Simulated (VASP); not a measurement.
# Al2O3 (P-6m2) in VASP: a series of runs

The runs below take Al2O3 through single point, with r2SCAN.

Everything below comes from runs of VASP 6.6.1. Logs are shortened: lines on timing, memory, paths and dates and some standing lists are left out, and cuts for length are marked.

**1. The structure**

It takes space group P-6m2 (No. 187, hexagonal). The conventional cell has a = 2.884 Å, b = 2.884 Å, c = 9.337 Å, α = 90.00°, β = 90.00°, γ = 120.00°. Around Al (site symmetry 3m) lie 3 O at 1.80 Å. Around O (site symmetry 3m) lie 3 Al at 1.80 Å. O (site symmetry -6m2) is surrounded by 6 Al at 2.18 Å.

Measurements of this composition are mostly on another form, of space group No. 167.

**2. Single point, r2SCAN**

POSCAR reads:

```
Al2O3
1.0
    2.8843200000      0.0000000000      0.0000000000
   -1.4421600000      2.4979000000      0.0000000000
    0.0000000000      0.0000000000      9.3367500000
Al O
2 3
Direct
    0.0000000000      0.0000000000      0.1499900000
    0.0000000000      0.0000000000      0.8500100000
    0.3333333333      0.6666666667      0.2223200000
    0.6666666667      0.3333333333      0.0000000000
    0.3333333333      0.6666666667      0.7776800000
```

INCAR.step1 reads:

```
ALGO = Normal
EDIFF = 1E-4
ENCUT = 520
GGA = PE
ISMEAR = 0
LASPH = T
LCHARG = F
LREAL = F
LWAVE = T
NBANDS = 20
NELM = 100
PREC = Accurate
SIGMA = 0.01
```

INCAR.step2 reads:

```
ALGO = Normal
EDIFF = 1E-6
ENCUT = 520
ISIF = 2
ISMEAR = 0
ISTART = 1
LASPH = T
LCHARG = F
LMIXTAU = T
LREAL = F
LWAVE = F
METAGGA = R2SCAN
NBANDS = 20
NELM = 100
PREC = Accurate
SIGMA = 0.01
```

KPOINTS reads:

```
k-points
0
Gamma
  3 3 1
```

Potentials or basis: VASP PAW PBE potentials, release 64 (Al, O).

Command:

```console
$ cat potpaw_PBE.64/Al/POTCAR potpaw_PBE.64/O/POTCAR > POTCAR
$ cp INCAR.step1 INCAR
$ mpirun -np 1 vasp_std > vasp.out
$ cp INCAR.step2 INCAR
$ mpirun -np 1 vasp_std > vasp.out
```

OUTCAR:

```text
EDIFF = 1E-6
   ENCUT = 520
   ISIF = 2
   ISMEAR = 0
   ISTART = 1
   LASPH = T
   LREAL = F
   METAGGA = R2SCAN
   NELM = 100
   PREC = Accurate

 ion  position               nearest neighbor table
   1  0.000  0.000  0.150-   3 1.80   3 1.80   3 1.80   4 2.18   4 2.18   4 2.18   2 2.80
   2  0.000  0.000  0.850-   5 1.80   5 1.80   5 1.80   4 2.18   4 2.18   4 2.18   1 2.80
   3  0.333  0.667  0.222-   1 1.80   1 1.80   1 1.80
   4  0.667  0.333  0.000-   1 2.18   2 2.18   1 2.18   2 2.18   1 2.18   2 2.18
   5  0.333  0.667  0.778-   2 1.80   2 1.80   2 1.80

  LATTYP: Found a hexagonal cell.
 ALAT       =     2.8843200000
 C/A-ratio  =     3.2370714761

  Lattice vectors:

 A1 = (   2.8843200000,   0.0000000000,   0.0000000000)
 A2 = (  -1.4421600000,   2.4979000000,   0.0000000000)
 A3 = (   0.0000000000,   0.0000000000,   9.3367500000)

Analysis of symmetry for initial positions (statically):
=====================================================================
 Subroutine PRICEL returns:
 Original cell was already a primitive cell.

 Routine SETGRP: Setting up the symmetry group for a
 hexagonal supercell.

 Subroutine GETGRP returns: Found 12 space group operations
 (whereof 12 operations were pure point group operations)
 out of a pool of 24 trial point group operations.

The static configuration has the point symmetry D_3h.

Analysis of symmetry for dynamics (positions and initial velocities):
=====================================================================
 Subroutine PRICEL returns:
 Original cell was already a primitive cell.

 Routine SETGRP: Setting up the symmetry group for a
 hexagonal supercell.

 Subroutine GETGRP returns: Found 12 space group operations
 (whereof 12 operations were pure point group operations)
 out of a pool of 24 trial point group operations.

The dynamic configuration has the point symmetry D_3h.

 Subroutine INISYM returns: Found 12 space group operations
 (whereof 12 operations are pure point group operations),
 and found     1 'primitive' translations

----------------------------------------------------------------------------------------

                                     Primitive cell

  volume of cell :      67.2689

  direct lattice vectors                    reciprocal lattice vectors
     2.884320000  0.000000000  0.000000000     0.346702169  0.200168141  0.000000000
    -1.442160000  2.497900000  0.000000000     0.000000000  0.400336282  0.000000000
     0.000000000  0.000000000  9.336750000     0.000000000  0.000000000  0.107103650

  length of vectors
     2.884320000  2.884324856  9.336750000     0.400336956  0.400336282  0.107103650

  position of ions in fractional coordinates (direct lattice)
     0.000000000  0.000000000  0.149990000
     0.000000000  0.000000000  0.850010000
     0.333333333  0.666666667  0.222320000
     0.666666667  0.333333333  0.000000000
     0.333333333  0.666666667  0.777680000

  ion indices of the primitive-cell ions
   primitive index   ion index
                 1           1
                 2           2
                 3           3
                 4           4
                 5           5

----------------------------------------------------------------------------------------

 KPOINTS: k-points

Automatic generation of k-mesh.
 Grid dimensions read from file:
 generate k-points for:    3    3    1

 Generating k-lattice:

  Cartesian coordinates                     Fractional coordinates (reciprocal lattice)
     0.115567390  0.066722714  0.000000000     0.333333333  0.000000000  0.000000000
     0.000000000  0.133445427  0.000000000     0.000000000  0.333333333  0.000000000
     0.000000000  0.000000000  0.107103650     0.000000000  0.000000000  1.000000000

  Length of vectors
     0.133445652  0.133445427  0.107103650

  Shift w.r.t. Gamma in fractional coordinates (k-lattice)
     0.000000000  0.000000000  0.000000000

 Subroutine IBZKPT returns following result:
 ===========================================

 Found      3 irreducible k-points:

 Following reciprocal coordinates:
            Coordinates               Weight
  0.000000  0.000000  0.000000      1.000000
  0.333333 -0.000000  0.000000      6.000000
  0.333333  0.333333  0.000000      2.000000
   k-points           NKPTS =      3   k-points in BZ     NKDIM =      3   number of bands    NBANDS=     20
   number of dos      NEDOS =    301   number of ions     NIONS =      5
   total plane-waves  NPLWV =  40320
   dimension x,y,z NGX =    24 NGY =   24 NGZ =   70
   dimension x,y,z NGXF=    48 NGYF=   48 NGZF=  140
   ions per type =               2   3
   NGX,Y,Z   is equivalent  to a cutoff of  13.83, 13.83, 12.46 a.u.
   NGXF,Y,Z  is equivalent  to a cutoff of  27.67, 27.67, 24.93 a.u.
 SYSTEM =  unknown system
   PREC   = accura    normal or accurate (medium, high low for compatibility)
   ISTART =      1    job   : 0-new  1-cont  2-samecut
   ICHARG =      0    charge: 1-file 2-atom 10-const
   ISPIN  =      1    spin polarized calculation?
   LNONCOLLINEAR =      F non collinear calculations
   LSORBIT =      F    spin-orbit coupling
   LASPH  =      T    aspherical Exc in radial PAW
   ENCUT  =  520.0 eV  38.22 Ry    6.18 a.u.   5.36  5.36 17.36*2*pi/ulx,y,z
   NELM   =    100;   NELMIN=  2; NELMDL=  0     # of ELM steps
   EDIFF  = 0.1E-05   stopping-criterion for ELM
   LREAL  =      F    real-space projection
   EDIFFG = 0.1E-04   stopping-criterion for IOM
   NSW    =      0    number of steps for IOM
   IBRION =     -1    ionic relax: 0-MD 1-quasi-New 2-CG
   NFREE  =      0    steps in history (QN), initial steepest desc. (CG)
   ISIF   =      2    stress and relaxation
   ISYM   =      2    0-nonsym 1-usesym 2-fastsym
   POTIM  = 0.5000    time-step for ionic-motion
   TEBEG  =    0.0;   TEEND  =   0.0 temperature during run
   PSTRESS=    0.0 pullay stress
   NELECT =      24.0000    total number of electrons
   NUPDOWN=      -1.0000    fix difference up-down
   EMIN   =  10.00;   EMAX   =-10.00  energy-range for DOS
   EFERMI =   0.00;   METHOD = LEGACY
   ISMEAR =     0;   SIGMA  =   0.01  broadening in eV -4-tet -1-fermi 0-gaus
   EFERMI_NEDOS =   21; number of points for ismear=-14 and -15
   IALGO  =     38    algorithm
   IMIX   =      4    mixing-type and parameters
     AMIX     =   0.40;   BMIX     =  1.00
     AMIX_MAG =   1.60;   BMIX_MAG =  1.00
  volume/ion in A,a.u.               =      13.45        90.79
  Fermi-wavevector in a.u.,A,eV,Ry     =   1.161111  2.194182 18.343094  1.348179
  Thomas-Fermi vector in A             =   2.297687
   LORBIT       =      0    0 simple, 1 ext, 2 COOP (PROOUT), +10 PAW based schemes
   METAGGA = R2SCAN    functional components
   LHFCALC =     F    Hartree Fock is set to
   AEXX    =    0.0000 exact exchange contribution
   IVDW    =     0    specifies the selected vdW correction
   LEPSILON=     F    determine dielectric tensor
   LRPA    =     F    only Hartree local field effects (RPA)
 non-spin polarized calculation
 Gauss-broadening in eV      SIGMA  =   0.01
  energy-cutoff  :      520.00
  volume of cell :       67.27
 maximum number of plane-waves:      1818
 NGX is ok and might be reduce to    24
   NGX = 11   NGY = 11   NGZ = 35

 number of electron      23.9999980 magnetization

 Free energy of the ion-electron system (eV)
  ---------------------------------------------------
  ext. energy  EPLUGINS =         0.00000000
  ---------------------------------------------------
  free energy    TOTEN  =       -46.65840429 eV

  energy without entropy =      -46.65840429  energy(sigma->0) =      -46.65840429

 E-fermi :   0.5192     XC(G=0):  -8.7480

 val. band max:        0.4560861293   @ k =   0.3333   0.3333   0.0000
 cond. band min:       6.0887838579   @ k =   0.0000   0.0000   0.0000
 fundamental gap:      5.6326977286
 Fermi energy:         0.5192078386

 k-point     1 :       0.0000    0.0000    0.0000
  band No.  band energies     occupation
      1     -19.1660      2.00000
      2     -18.1314      2.00000
      3     -16.9967      2.00000
      4      -4.5369      2.00000
      5      -1.6163      2.00000
      6      -1.0256      2.00000
[... 12 lines left out ...]
     19      16.4794      0.00000
     20      16.4795      0.00000

 k-point     2 :       0.3333   -0.0000    0.0000
  band No.  band energies     occupation
      1     -18.0351      2.00000
      2     -17.3774      2.00000
      3     -16.7453      2.00000
      4      -4.7628      2.00000
      5      -4.5591      2.00000
      6      -3.2528      2.00000
[... 12 lines left out ...]
     19      14.4175      0.00000
     20      15.3624      0.00000

 k-point     3 :       0.3333    0.3333    0.0000
  band No.  band energies     occupation
      1     -17.0007      2.00000
      2     -16.9827      2.00000
      3     -16.9544      2.00000
      4      -4.9826      2.00000
      5      -4.6011      2.00000
      6      -3.6571      2.00000
[... 12 lines left out ...]
     19      14.5444      0.00000
     20      14.7185      0.00000

------------------------ aborting loop because EDIFF is reached ----------------------------------------

  FORCE on cell =-STRESS in cart. coord.  units (eV):
  Direction    XX          YY          ZZ          XY          YZ          ZX
  --------------------------------------------------------------------------------------
  -------------------------------------------------------------------------------------
  Total       -1.9977462     -1.9977552     -1.7381799      0.0000000      0.0000000      0.0000000
  in kB      -47.5813406    -47.5815542    -41.3991174      0.0000000      0.0000000      0.0000000
  external PRESSURE =     -45.5206707 kB  Pullay stress =       0.0000000 kB

 VOLUME and BASIS-vectors are now :
 -----------------------------------------------------------------------------
  energy-cutoff  :      520.00
  volume of cell :       67.27
      direct lattice vectors                 reciprocal lattice vectors
     2.884320000  0.000000000  0.000000000     0.346702169  0.200168141  0.000000000
    -1.442160000  2.497900000  0.000000000     0.000000000  0.400336282  0.000000000
     0.000000000  0.000000000  9.336750000     0.000000000  0.000000000  0.107103650

 POSITION                                       TOTAL-FORCE (eV/Angst)
 -----------------------------------------------------------------------------------
      0.00000      0.00000      1.40042        -0.000000     -0.000000      0.176116
      0.00000      0.00000      7.93633        -0.000000     -0.000000     -0.176116
     -0.00000      1.66527      2.07575         0.000000      0.000000     -0.518321
      1.44216      0.83263      0.00000         0.000000     -0.000000      0.000000
     -0.00000      1.66527      7.26100        -0.000000      0.000000      0.518321
 -----------------------------------------------------------------------------------
    total drift:                                0.000006     -0.000277      0.000000

  FREE ENERGIE OF THE ION-ELECTRON SYSTEM (eV)
  ---------------------------------------------------
  free  energy   TOTEN  =       -46.6584042930 eV

  energy  without entropy=      -46.6584042930  energy(sigma->0) =      -46.65840429
```

Wall time 32 s (1 thread of Intel Xeon Platinum 8488C (Sapphire Rapids), shared host); peak memory 0.19 GiB.

What came out:

```
Free energy            : -46.6584 eV
Pressure               : -4.6 GPa
Largest force          : 0.518 eV/Å
Band gap on the k mesh : 5.63 eV, indirect (least direct gap 5.82 eV)
```

Forces on the atoms (eV/Å):
```
Al   0.000  0.000  0.176
Al   0.000  0.000 -0.176
O    0.000  0.000 -0.518
O    0.000  0.000  0.000
O    0.000  0.000  0.518
```

Stress tensor (GPa, compression positive):
```
-4.76  0.00  0.00
 0.00 -4.76  0.00
 0.00  0.00 -4.14
```

Caveat: the k mesh is coarse (spacing up to 0.84 Å⁻¹), so the values aren't converged; the PAW data sets were made with another functional, which shifts forces and pressure a little; an odd mesh through Γ misses points on the zone boundary, where band edges often lie.

[end of part 1 of 2]
